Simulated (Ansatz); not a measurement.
## Eigenvalues along a path: In (hcp type)

```yaml
crystal:
  lattice:
    - [2.50508, 0.00000, 0.00000]
    - [-1.25254, 2.16947, 0.00000]
    - [0.00000, 0.00000, 4.08936]
  atoms:
    - { symbol: In, position: [0.33333, 0.66667, 0.25000] }
    - { symbol: In, position: [0.66667, 0.33333, 0.75000] }
```

The cell comes from a relaxation on PAW files under the same functional, begun from a prototype that needn't be the stable phase.

All numbers are PBE results (scalar-relativistic) from Ansatz 0.2.0, with a Γ-centred 13×13×7 k mesh, Fermi–Dirac smearing of 0.08 eV, no spin polarisation. Methods: LAPW: all electrons, basis error target 1 meV/atom.

This run: volume at 0.4 of the series' base cell.

Path points, in fractions of the reciprocal vectors: Γ (0.000, 0.000, 0.000), M (0.500, 0.000, 0.000), K (0.333, 0.333, 0.000), A (0.000, 0.000, 0.500), L (0.500, 0.000, 0.500), H (0.333, 0.333, 0.500). Levels in eV from the Fermi level; bands 19 to 36, counted from the lowest band of the run. The gap is zero, the pressure 327.8 GPa.

```
# k(1/Å) point b19 b20 b21 b22 b23 b24 b25 b26 b27 b28 b29 b30 b31 b32 b33 b34 b35 b36
0.000 Γ -20.51 -19.48 -18.99 -18.85 -18.85 -18.56 -18.56 -18.11 -18.11 -16.75 -16.75 -9.77 -4.61 9.83 12.08 12.48 14.73 14.73
0.362 - -20.27 -19.27 -18.99 -18.66 -18.55 -18.40 -18.38 -18.28 -18.26 -17.27 -16.68 -8.56 -4.44 8.45 11.11 11.78 12.47 14.28
0.724 - -20.25 -19.48 -19.18 -18.80 -18.59 -18.23 -17.91 -17.78 -17.57 -16.58 -16.45 -5.79 -3.81 3.00 8.28 10.16 10.83 12.32
1.086 - -20.64 -19.97 -19.83 -18.87 -18.33 -18.25 -17.56 -16.95 -16.77 -16.52 -13.11 -3.71 -2.44 -1.25 5.70 6.36 7.03 10.92
1.448 M -20.83 -20.27 -19.98 -18.97 -18.37 -18.15 -17.23 -16.59 -16.51 -16.40 -9.54 -7.62 -0.05 0.09 3.79 3.85 4.72 10.28
1.657 - -20.69 -20.27 -19.86 -18.98 -18.40 -18.14 -17.45 -16.57 -16.55 -16.51 -9.21 -7.45 0.22 0.31 3.38 3.87 3.95 9.81
1.866 - -20.31 -20.27 -19.58 -18.99 -18.48 -18.10 -17.95 -16.76 -16.66 -16.61 -8.31 -6.96 0.66 0.97 1.00 4.12 4.19 8.52
2.075 - -20.29 -19.78 -19.35 -18.93 -18.62 -18.49 -17.95 -16.98 -16.75 -16.74 -7.01 -6.21 -2.34 2.01 2.20 4.42 4.59 6.81
2.284 K -20.31 -19.36 -19.36 -18.83 -18.80 -18.80 -17.82 -16.93 -16.93 -16.78 -5.54 -5.18 -5.18 2.89 3.72 3.72 5.36 5.36
2.702 - -20.11 -19.72 -19.66 -19.02 -18.37 -18.29 -18.14 -17.47 -16.71 -16.55 -10.80 -2.23 -1.44 -0.51 -0.17 7.16 7.33 8.13
3.120 - -19.84 -19.70 -19.37 -18.85 -18.57 -18.33 -18.06 -17.93 -17.29 -16.64 -15.23 -4.74 -3.39 3.36 3.41 9.77 11.12 12.53
3.538 - -20.20 -19.33 -18.85 -18.65 -18.56 -18.43 -18.40 -18.39 -17.98 -17.37 -16.68 -8.20 -4.38 8.33 9.19 12.54 13.04 13.72
3.956 Γ -20.51 -19.48 -18.99 -18.85 -18.85 -18.56 -18.56 -18.11 -18.11 -16.75 -16.75 -9.77 -4.61 9.83 12.08 12.48 14.73 14.73
4.148 - -20.46 -19.33 -19.00 -18.90 -18.90 -18.60 -18.60 -18.00 -18.00 -16.76 -16.76 -10.85 -3.30 9.58 12.08 12.16 14.62 14.62
4.340 - -20.31 -19.31 -18.96 -18.96 -18.70 -18.70 -18.60 -17.74 -17.74 -16.83 -16.83 -12.78 -0.70 9.03 11.45 11.50 14.50 14.50
4.532 - -20.08 -19.53 -18.98 -18.98 -18.83 -18.83 -17.65 -17.45 -17.45 -16.97 -16.97 -14.67 2.27 7.77 10.50 10.75 14.61 14.61
4.725 A -19.81 -19.81 -18.93 -18.93 -18.93 -18.93 -17.18 -17.18 -17.18 -17.18 -16.32 -16.32 5.26 5.26 10.33 10.33 15.05 15.05
5.087 - -19.57 -19.57 -19.09 -19.09 -18.68 -18.68 -17.86 -17.86 -17.20 -17.20 -15.24 -15.24 5.67 5.67 9.62 9.62 12.78 12.78
5.449 - -19.82 -19.82 -19.32 -19.32 -18.14 -18.14 -17.79 -17.79 -17.16 -17.16 -13.35 -13.35 5.18 5.18 6.83 6.83 11.67 11.67
5.811 - -20.27 -20.27 -19.79 -19.79 -17.88 -17.88 -17.03 -17.03 -16.76 -16.76 -10.64 -10.64 0.00 0.00 8.12 8.12 9.49 9.49
6.173 L -20.45 -20.45 -19.99 -19.99 -17.87 -17.87 -16.73 -16.73 -16.47 -16.47 -8.35 -8.35 -3.19 -3.19 8.60 8.60 8.70 8.70
6.382 - -20.34 -20.34 -19.90 -19.90 -17.98 -17.98 -16.81 -16.81 -16.57 -16.57 -7.94 -7.94 -3.10 -3.10 6.60 6.60 9.16 9.16
6.591 - -20.12 -20.12 -19.62 -19.62 -18.26 -18.26 -17.23 -17.23 -16.62 -16.62 -6.87 -6.87 -2.85 -2.85 3.63 3.63 9.98 9.98
6.800 - -19.92 -19.92 -19.24 -19.24 -18.49 -18.49 -17.73 -17.73 -16.66 -16.66 -5.38 -5.38 -2.44 -2.44 0.69 0.69 11.25 11.25
7.009 H -19.83 -19.83 -19.13 -19.13 -18.47 -18.47 -17.97 -17.97 -16.69 -16.69 -4.17 -4.17 -2.29 -2.29 -1.03 -1.03 12.51 12.51
7.427 - -19.99 -19.99 -19.16 -19.16 -18.39 -18.39 -17.98 -17.98 -16.51 -16.51 -8.37 -8.37 1.13 1.13 1.38 1.38 9.69 9.69
7.845 - -19.81 -19.81 -19.05 -19.05 -18.54 -18.54 -17.98 -17.98 -16.82 -16.82 -12.46 -12.46 5.58 5.58 6.03 6.03 7.37 7.37
8.263 - -19.51 -19.51 -19.14 -19.14 -18.63 -18.63 -17.96 -17.96 -17.20 -17.20 -14.99 -14.99 5.81 5.81 9.46 9.46 11.47 11.47
8.681 A -19.81 -19.81 -18.93 -18.93 -18.93 -18.93 -17.18 -17.18 -17.18 -17.18 -16.32 -16.32 5.26 5.26 10.33 10.33 15.05 15.05
```
